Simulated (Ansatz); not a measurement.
**Profile along the I–Li line in LiI (rock salt)**

LiI (rock salt), conventional cell a = 6.0190 Å, b = 6.0190 Å, c = 6.0190 Å, α = 90.00°, β = 90.00°, γ = 90.00°. The calculation uses the primitive cell of 2 atoms, to which meshes and values per cell refer.

Fields along a shortest I–Li line of a {100} plane (3.01 Å), from I to Li, interpolated on the slice's grid (step about 0.2 Å). All values below come from PBE (plane waves to 420 eV, PAW, scalar-relativistic; Ansatz, a first-principles code). k mesh 10×10×10. These are valence fields of a PAW run, semicore shells included where kept as valence: close to a nucleus they are smooth pseudo fields. LiI was relaxed with its symmetry unable to fall. Spin-orbit coupling is left out, though I is heavy.

| distance from I (Å) | valence electron density (e/Å³) | electron localisation function |
|---|---|---|
| 0.00 | 19.08 | x |
| 0.15 | 17.85 | x |
| 0.30 | 14.16 | x |
| 0.45 | 8.80 | x |
| 0.60 | 3.84 | 0.45 |
| 0.75 | 1.45 | 0.58 |
| 0.90 | 0.88 | 0.65 |
| 1.05 | 0.61 | 0.70 |
| 1.20 | 0.41 | 0.77 |
| 1.35 | 0.27 | 0.80 |
| 1.50 | 0.18 | 0.78 |
| 1.66 | 0.12 | 0.69 |
| 1.81 | 0.08 | 0.44 |
| 1.96 | 0.06 | 0.11 |
| 2.11 | 0.06 | 0.01 |
| 2.26 | 0.08 | 0.01 |
| 2.41 | 0.30 | 0.25 |
| 2.56 | 1.61 | x |
| 2.71 | 4.50 | x |
| 2.86 | 7.91 | x |
| 3.01 | 9.44 | x |

x: too close to a nucleus for the ELF to mean much.

Density on the I–Li line (3.01 Å) at its density minimum, 2.0 Å from I: 0.06 e/Å³. ELF at that point: 0.0. ELF maximum in the middle third of the I–Li line: 0.80, 1.4 Å from I.
